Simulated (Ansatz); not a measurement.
Wanted: the native input for an Ansatz 0.2.0 run.

| Item | Value |
| --- | --- |
| Task | band structure |
| Functional | PBEsol |
| Potentials or basis | Ansatz PAW |
| Cutoff | 420 eV (not typed: the program's choice for these potentials) |
| k mesh | 9 × 9 × 5 |
| Occupations | fermi-dirac, width 0.05 eV |
| Spin | no spin polarisation |
| Path | [["G", "M", "K", "G", "A", "L", "H", "A"], ["L", "M"], ["K", "H"]] |
| Points for each segment of the path | 14 |

Crystal: Zr.

```
CELL_PARAMETERS angstrom
3.23200 0.00000 0.00000
-1.61600 2.79899 0.00000
0.00000 0.00000 5.14700
ATOMIC_POSITIONS crystal
Zr 0.66667 0.33333 0.75000
Zr 0.33333 0.66667 0.25000
```

These files were run (other wordings do the same):

input.yaml

```yaml
crystal:
  lattice:
    - [3.232, 0.0, 0.0]
    - [-1.616, 2.798994105, 0.0]
    - [0.0, 0.0, 5.147]
  atoms:
    - { symbol: Zr, position: [0.6666666667, 0.3333333333, 0.75] }
    - { symbol: Zr, position: [0.3333333333, 0.6666666667, 0.25] }
hamiltonian:
  xc: pbesol
  pseudopotentials: { kind: paw }
kpoints:
  mp_grid: { grid: [9, 9, 5] }
  band_path:
    path:
      - [[0.0, 0.0, 0.0], [0.5, 0.0, 0.0], [0.3333333333, 0.3333333333, 0.0], [0.0, 0.0, 0.0], [0.0, 0.0, 0.5], [0.5, 0.0, 0.5], [0.3333333333, 0.3333333333, 0.5], [0.0, 0.0, 0.5]]
      - [[0.5, 0.0, 0.5], [0.5, 0.0, 0.0]]
      - [[0.3333333333, 0.3333333333, 0.0], [0.3333333333, 0.3333333333, 0.5]]
    npoints: 14
scf:
  occupations: { method: fermi_dirac, width: 0.05 }
  n_extra_bands: 6
output:
  forces: true
  stress: true
  eigenvalues: true
  fatbands: true
```

Potentials or basis: Ansatz PAW.

The run is started by

```sh
$ ansatz run input.yaml --threads 2 --pin off --max-ram 5632MiB --backend cpu --events-out ev --progress --plain --runs-dir out
```

Results of the run:

```
Pressure               : -3.3 GPa
Band gap on the k mesh : none (metal or under the smearing width)
```

Caveat: the PAW data sets come from PBE, with cores solved anew for the run's functional, which leaves a small shift of forces and pressure.

It took 2.4 s on 2 threads of Arm Neoverse V2, on a shared host, peak memory 0.31 GiB.
